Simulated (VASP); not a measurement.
# InGaAs2 (P-4m2) in VASP: notebook

One crystal, InGaAs2, is run at these levels: PBE0; tasks: single point.

All numbers are computed with VASP 6.6.1; they aren't measurements. Logs are shortened: lines on timing, memory, paths and dates and some standing lists are left out, and cuts for length are marked.

### 1 The structure

Symmetry: P-4m2, No. 115, tetragonal system. The conventional cell has a = 4.225 Å, b = 4.225 Å, c = 5.962 Å, α = 90.00°, β = 90.00°, γ = 90.00°. In (site symmetry -4m2) has 4 As at 2.65 Å as nearest neighbours. As (site symmetry 2mm) has 2 Ga at 2.52 Å and 2 In at 2.65 Å as nearest neighbours. Around Ga (site symmetry -4m2) lie 4 As at 2.52 Å.

The cell comes from a database or a generator and needn't be the stable form of this composition.

### 2 Single point, PBE0

Contents of POSCAR:

```
InGaAs2
1.0
    4.2250012014      0.0000000000      0.0000000000
    0.0000000000      4.2250012014      0.0000000000
    0.0000000000      0.0000000000      5.9621480000
In As Ga
1 2 1
Direct
    0.0000000000      0.0000000000      0.5000000000
    0.0000000000      0.5000000000      0.2315250000
    0.5000000000      0.0000000000      0.7684750000
    0.5000000000      0.5000000000      0.0000000000
```

Contents of INCAR.step1:

```
ALGO     = Normal         # electronic algorithm
EDIFF    = 1E-5           # SCF threshold, eV
ENCUT    = 520            # plane-wave cutoff, eV
GGA      = PE             # functional
ISIF     = 2              # what is computed and relaxed
ISMEAR   = 0              # smearing method
LASPH    = True           # aspherical terms in the spheres
LCHARG   = False          # write CHGCAR
LREAL    = False          # projectors in reciprocal space
LWAVE    = True           # write WAVECAR
NBANDS   = 26             # bands
NELM     = 100            # most SCF steps
NKRED    = 1            
PREC     = Accurate       # precision mode
SIGMA    = 0.01           # smearing width, eV
```

Contents of INCAR.step2:

```
AEXX     = 0.25           # exact-exchange fraction
ALGO     = Normal         # electronic algorithm
EDIFF    = 1E-6           # SCF threshold, eV
ENCUT    = 520            # plane-wave cutoff, eV
GGA      = PE             # functional
ISIF     = 2              # what is computed and relaxed
ISMEAR   = 0              # smearing method
ISTART   = 1            
LASPH    = True           # aspherical terms in the spheres
LCHARG   = False          # write CHGCAR
LHFCALC  = True           # exact exchange
LREAL    = False          # projectors in reciprocal space
LWAVE    = False          # write WAVECAR
NBANDS   = 26             # bands
NELM     = 100            # most SCF steps
NKRED    = 1            
PREC     = Accurate       # precision mode
PRECFOCK = Fast         
SIGMA    = 0.01           # smearing width, eV
```

Contents of KPOINTS:

```
k-points
0
Gamma
  3 3 2
```

Potentials or basis: VASP PAW PBE potentials, release 64 (In_d, As, Ga_d).

Command:

```sh
> cat potpaw_PBE.64/In_d/POTCAR potpaw_PBE.64/As/POTCAR potpaw_PBE.64/Ga_d/POTCAR > POTCAR
> cp INCAR.step1 INCAR
> mpirun -np 1 vasp_std > vasp.out
> cp INCAR.step2 INCAR
> mpirun -np 1 vasp_std > vasp.out
```

OUTCAR:

```text
AEXX = 0.25
   EDIFF = 1E-6
   ENCUT = 520
   GGA = PE
   ISIF = 2
   ISMEAR = 0
   ISTART = 1
   LASPH = True
   LHFCALC = True
   LREAL = False
   NELM = 100
   NKRED = 1
   PREC = Accurate
   PRECFOCK = Fast

 Found      6 irreducible k-points:

 Following reciprocal coordinates:
            Coordinates               Weight
  0.000000  0.000000  0.000000      1.000000
  0.333333  0.000000  0.000000      4.000000
  0.333333  0.333333  0.000000      4.000000
  0.000000  0.000000  0.500000      1.000000
  0.333333  0.000000  0.500000      4.000000
  0.333333  0.333333  0.500000      4.000000
   k-points           NKPTS =      6   k-points in BZ     NKDIM =     18   number of bands    NBANDS=     26
   number of dos      NEDOS =    301   number of ions     NIONS =      4
   total plane-waves  NPLWV =  49152
   dimension x,y,z NGX =    32 NGY =   32 NGZ =   48
   dimension x,y,z NGXF=    64 NGYF=   64 NGZF=   96
   ions per type =               1   2   1
   NGX,Y,Z   is equivalent  to a cutoff of  12.59, 12.59, 13.38 a.u.
   NGXF,Y,Z  is equivalent  to a cutoff of  25.18, 25.18, 26.77 a.u.
 SYSTEM =  unknown system
   PREC   = accura    normal or accurate (medium, high low for compatibility)
   ISTART =      1    job   : 0-new  1-cont  2-samecut
   ICHARG =      0    charge: 1-file 2-atom 10-const
   ISPIN  =      1    spin polarized calculation?
   LNONCOLLINEAR =      F non collinear calculations
   LSORBIT =      F    spin-orbit coupling
   LASPH  =      T    aspherical Exc in radial PAW
   ENCUT  =  520.0 eV  38.22 Ry    6.18 a.u.   7.86  7.86 11.09*2*pi/ulx,y,z
   NELM   =    100;   NELMIN=  2; NELMDL=  0     # of ELM steps
   EDIFF  = 0.1E-05   stopping-criterion for ELM
   LREAL  =      F    real-space projection
   EDIFFG = 0.1E-04   stopping-criterion for IOM
   NSW    =      0    number of steps for IOM
   IBRION =     -1    ionic relax: 0-MD 1-quasi-New 2-CG
   NFREE  =      0    steps in history (QN), initial steepest desc. (CG)
   ISIF   =      2    stress and relaxation
   ISYM   =      3    0-nonsym 1-usesym 2-fastsym
   POTIM  = 0.5000    time-step for ionic-motion
   TEBEG  =    0.0;   TEEND  =   0.0 temperature during run
   PSTRESS=    0.0 pullay stress
   NELECT =      36.0000    total number of electrons
   NUPDOWN=      -1.0000    fix difference up-down
   EMIN   =  10.00;   EMAX   =-10.00  energy-range for DOS
   EFERMI =   0.00;   METHOD = LEGACY
   ISMEAR =     0;   SIGMA  =   0.01  broadening in eV -4-tet -1-fermi 0-gaus
   EFERMI_NEDOS =   21; number of points for ismear=-14 and -15
   IALGO  =     38    algorithm
   IMIX   =      1    mixing-type and parameters
     AMIX     =   0.40;   BMIX     =  1.00
     AMIX_MAG =   1.60;   BMIX_MAG =  1.00
  volume/ion in A,a.u.               =      26.61       179.55
  Fermi-wavevector in a.u.,A,eV,Ry     =   1.140662  2.155538 17.702664  1.301109
  Thomas-Fermi vector in A             =   2.277363
   LORBIT       =      0    0 simple, 1 ext, 2 COOP (PROOUT), +10 PAW based schemes
   GGA     = PE    functional components
   LHFCALC =     T    Hartree Fock is set to
   PRECFOCK=fast      Normal, Fast or Accurate (Low or Medium for compatibility)
   ENCUT4O =  -1.0   cutoff for four orbital integrals eV
   NKREDX  =     1    reduce k-point grid by
   NKREDY  =     1    reduce k-point grid by
   NKREDZ  =     1    reduce k-point grid by
   AEXX    =    0.2500 exact exchange contribution
   HFSCREEN=    0.0000 screening length (either q_TF or 0.3 A-1)
   HFSCREENC=   0.0000 screening length for correlation (either q_TF or 0.3 A-1)
   ENCUTFOCK=  -1.0 apply spherical cutoff to Coloumb kernel
   IVDW    =     0    specifies the selected vdW correction
   LEPSILON=     F    determine dielectric tensor
   LRPA    =     F    only Hartree local field effects (RPA)
 non-spin polarized calculation
 Gauss-broadening in eV      SIGMA  =   0.01
  energy-cutoff  :      520.00
  volume of cell :      106.43
 maximum number of plane-waves:      2882
 NGX is ok and might be reduce to    32
  NGX = 18; NGY = 18; NGZ = 28

 number of electron      35.9999991 magnetization

 Free energy of the ion-electron system (eV)
  ---------------------------------------------------
  ext. energy  EPLUGINS =         0.00000000
  ---------------------------------------------------
  free energy    TOTEN  =       -20.56486790 eV

  energy without entropy =      -20.56486790  energy(sigma->0) =      -20.56486790

 E-fermi :   2.9860     XC(G=0):  -7.1755

 val. band max:        2.9351906142   @ k =   0.0000   0.0000   0.0000
 cond. band min:       4.1011602097   @ k =   0.0000   0.0000   0.0000
 fundamental gap:      1.1659695955
 Fermi energy:         2.9860016108

 k-point     1 :       0.0000    0.0000    0.0000
  band No.  band energies     occupation
      1     -14.4963      2.00000
      2     -14.4752      2.00000
      3     -14.4752      2.00000
      4     -14.4469      2.00000
      5     -14.3978      2.00000
      6     -13.2395      2.00000
      7     -13.1236      2.00000
      8     -13.1236      2.00000
      9     -13.0574      2.00000
     10     -13.0379      2.00000
     11     -10.1839      2.00000
     12      -7.9341      2.00000
     13      -3.6646      2.00000
     14       0.3096      2.00000
     15       0.3097      2.00000
     16       2.9023      2.00000
     17       2.9352      2.00000
     18       2.9352      2.00000
     19       4.1012      0.00000
     20       5.9007      0.00000
     21       6.2230      0.00000
     22       8.2601      0.00000
     23       8.2601      0.00000
     24       8.3222      0.00000
     25      11.8680      0.00000
     26      13.9521      0.00000

 k-point     2 :       0.3333    0.0000    0.0000
  band No.  band energies     occupation
      1     -14.4997      2.00000
      2     -14.4744      2.00000
      3     -14.4742      2.00000
      4     -14.4410      2.00000
      5     -14.4014      2.00000
      6     -13.2181      2.00000
      7     -13.1649      2.00000
      8     -13.1219      2.00000
      9     -13.0494      2.00000
     10     -13.0451      2.00000
     11      -9.4289      2.00000
     12      -8.1070      2.00000
     13      -3.3757      2.00000
     14      -1.1294      2.00000
     15      -0.6981      2.00000
     16       0.9821      2.00000
     17       1.1219      2.00000
     18       2.4520      2.00000
     19       6.1706      0.00000
     20       7.0416      0.00000
     21       8.6719      0.00000
     22       9.0580      0.00000
     23       9.6120      0.00000
     24       9.8906      0.00000
     25      11.3866      0.00000
     26      11.6122      0.00000

 k-point     3 :       0.3333    0.3333    0.0000
  band No.  band energies     occupation
      1     -14.4999      2.00000
      2     -14.4963      2.00000
      3     -14.4489      2.00000
      4     -14.4396      2.00000
      5     -14.4058      2.00000
      6     -13.2066      2.00000
      7     -13.1888      2.00000
      8     -13.1048      2.00000
      9     -13.0636      2.00000
     10     -13.0381      2.00000
     11      -8.7566      2.00000
     12      -7.9236      2.00000
     13      -3.6845      2.00000
     14      -2.2516      2.00000
     15      -0.1348      2.00000
     16      -0.0568      2.00000
     17       0.9007      2.00000
     18       0.9668      2.00000
     19       6.0679      0.00000
     20       6.8601      0.00000
     21       7.5183      0.00000
     22       7.8745      0.00000
     23      10.9235      0.00000
     24      11.3809      0.00000
     25      12.1878      0.00000
     26      12.3503      0.00000

 k-point     4 :       0.0000    0.0000    0.5000
  band No.  band energies     occupation
      1     -14.4960      2.00000
      2     -14.4750      2.00000
      3     -14.4750      2.00000
      4     -14.4465      2.00000
      5     -14.3978      2.00000
      6     -13.2481      2.00000
      7     -13.1248      2.00000
      8     -13.1248      2.00000
      9     -13.0549      2.00000
     10     -13.0380      2.00000
     11      -9.4743      2.00000
     12      -9.1393      2.00000
     13      -1.1923      2.00000
     14      -1.0944      2.00000
     15       1.0161      2.00000
     16       1.0161      2.00000
     17       1.6585      2.00000
     18       1.6585      2.00000
     19       6.2699      0.00000
     20       6.4317      0.00000
     21       7.2273      0.00000
     22       7.7002      0.00000
     23      10.6631      0.00000
     24      10.6631      0.00000
     25      10.9222      0.00000
     26      11.0961      0.00000

 k-point     5 :       0.3333    0.0000    0.5000
  band No.  band energies     occupation
      1     -14.5006      2.00000
      2     -14.4745      2.00000
      3     -14.4740      2.00000
      4     -14.4407      2.00000
      5     -14.4015      2.00000
      6     -13.2253      2.00000
      7     -13.1651      2.00000
      8     -13.1223      2.00000
      9     -13.0492      2.00000
     10     -13.0425      2.00000
     11      -8.9177      2.00000
     12      -8.6930      2.00000
     13      -3.1502      2.00000
     14      -2.7353      2.00000
     15       1.3621      2.00000
     16       1.5689      2.00000
     17       1.6045      2.00000
     18       1.9967      2.00000
     19       5.5525      0.00000
     20       6.1049      0.00000
     21       8.6457      0.00000
     22       8.9743      0.00000
     23       9.3476      0.00000
     24       9.6522      0.00000
     25      10.9898      0.00000
     26      11.5326      0.00000

 k-point     6 :       0.3333    0.3333    0.5000
  band No.  band energies     occupation
      1     -14.5001      2.00000
      2     -14.4957      2.00000
      3     -14.4490      2.00000
      4     -14.4393      2.00000
      5     -14.4057      2.00000
      6     -13.2129      2.00000
      7     -13.1915      2.00000
      8     -13.1048      2.00000
      9     -13.0631      2.00000
     10     -13.0364      2.00000
     11      -8.3951      2.00000
     12      -8.2476      2.00000
     13      -3.4890      2.00000
     14      -2.7541      2.00000
     15      -0.5231      2.00000
     16      -0.4771      2.00000
     17       1.1242      2.00000
     18       1.3758      2.00000
     19       7.2011      0.00000
     20       7.2857      0.00000
     21       9.4162      0.00000
     22       9.5588      0.00000
     23       9.7422      0.00000
     24       9.8064      0.00000
     25      11.3292      0.00000
     26      12.0440      0.00000

------------------------ aborting loop because EDIFF is reached ----------------------------------------

  FORCE on cell =-STRESS in cart. coord.  units (eV):
  Direction    XX          YY          ZZ          XY          YZ          ZX
  --------------------------------------------------------------------------------------
  -------------------------------------------------------------------------------------
  Total       -1.3235925     -1.3235925     -2.4257256      0.0000000      0.0000000      0.0000000
  in kB      -19.9254640    -19.9254640    -36.5170625      0.0000000      0.0000000      0.0000000
  external PRESSURE =     -25.4559968 kB  Pullay stress =       0.0000000 kB

 VOLUME and BASIS-vectors are now :
 -----------------------------------------------------------------------------
  energy-cutoff  :      520.00
  volume of cell :      106.43
      direct lattice vectors                 reciprocal lattice vectors
     4.225001201  0.000000000  0.000000000     0.236686323  0.000000000  0.000000000
     0.000000000  4.225001201  0.000000000     0.000000000  0.236686323  0.000000000
     0.000000000  0.000000000  5.962148000     0.000000000  0.000000000  0.167724786

 POSITION                                       TOTAL-FORCE (eV/Angst)
 -----------------------------------------------------------------------------------
      0.00000      0.00000      2.98107         0.000000     -0.000000     -0.000000
      0.00000      2.11250      1.38039         0.000000      0.000000     -0.086737
      2.11250      0.00000      4.58176         0.000000      0.000000      0.086737
      2.11250      2.11250      0.00000         0.000000     -0.000000     -0.000000
 -----------------------------------------------------------------------------------
    total drift:                                0.000135     -0.000230     -0.000072

  FREE ENERGIE OF THE ION-ELECTRON SYSTEM (eV)
  ---------------------------------------------------
  free  energy   TOTEN  =       -20.5648679024 eV

  energy  without entropy=      -20.5648679024  energy(sigma->0) =      -20.56486790
```

Run time: 6.2 min. Hardware: 1 thread of Intel Xeon 6975P-C (Granite Rapids), shared host; peak memory 0.23 GiB.

These settings aren't checked as converged: the numbers below hold their error.

Results:

```yaml
Free_energy: -20.5649 eV
Pressure: -2.5 GPa
Largest_force: 0.087 eV/Å
Band_gap_on_the_k_mesh: 1.17 eV, direct
```

Caveat: the k mesh is coarse (spacing up to 0.53 Å⁻¹), so the values aren't converged, least of all with exact exchange; the PAW data sets were made with another functional, which shifts forces and pressure a little; spin-orbit coupling is left out, which moves the levels of the heavy elements.

### 3 Single point, PBE0

POSCAR is that of step 2.

Changes to INCAR.step1 since step 2:

```diff
@@ -2,3 +2,3 @@
 EDIFF    = 1E-5           # SCF threshold, eV
-ENCUT    = 520            # plane-wave cutoff, eV
+ENCUT    = 400            # plane-wave cutoff, eV
 GGA      = PE             # functional
```

Changes to INCAR.step2 since step 2:

```diff
@@ -3,3 +3,3 @@
 EDIFF    = 1E-6           # SCF threshold, eV
-ENCUT    = 520            # plane-wave cutoff, eV
+ENCUT    = 400            # plane-wave cutoff, eV
 GGA      = PE             # functional
@@ -17,3 +17,3 @@
 PREC     = Accurate       # precision mode
-PRECFOCK = Fast         
+PRECFOCK = Accurate     
 SIGMA    = 0.01           # smearing width, eV
```

Contents of KPOINTS:

```
k-points
0
Gamma
  3 3 3
```

Potentials or basis: VASP PAW PBE potentials, release 64 (In_d, As, Ga_d).

Command:

```sh
> cat potpaw_PBE.64/In_d/POTCAR potpaw_PBE.64/As/POTCAR potpaw_PBE.64/Ga_d/POTCAR > POTCAR
> cp INCAR.step1 INCAR
> mpirun -np 1 vasp_std > vasp.out
> cp INCAR.step2 INCAR
> mpirun -np 1 vasp_std > vasp.out
```

Wall time 9.7 min (1 thread of Intel Xeon 6975P-C (Granite Rapids), shared host); peak memory 0.21 GiB.

The run converged, but some of its settings lie outside the range that counts as converged, so its numbers aren't taken as properties of the crystal.

Results:

```yaml
Free_energy: -20.4889 eV
Pressure: -2.5 GPa
Largest_force: 0.061 eV/Å
Band_gap_on_the_k_mesh: 1.11 eV, direct
```

Caveat: the k mesh is coarse (spacing up to 0.50 Å⁻¹), so the values aren't converged, least of all with exact exchange; the PAW data sets were made with another functional, which shifts forces and pressure a little; spin-orbit coupling is left out, which moves the levels of the heavy elements.

[end of part 1 of 2]
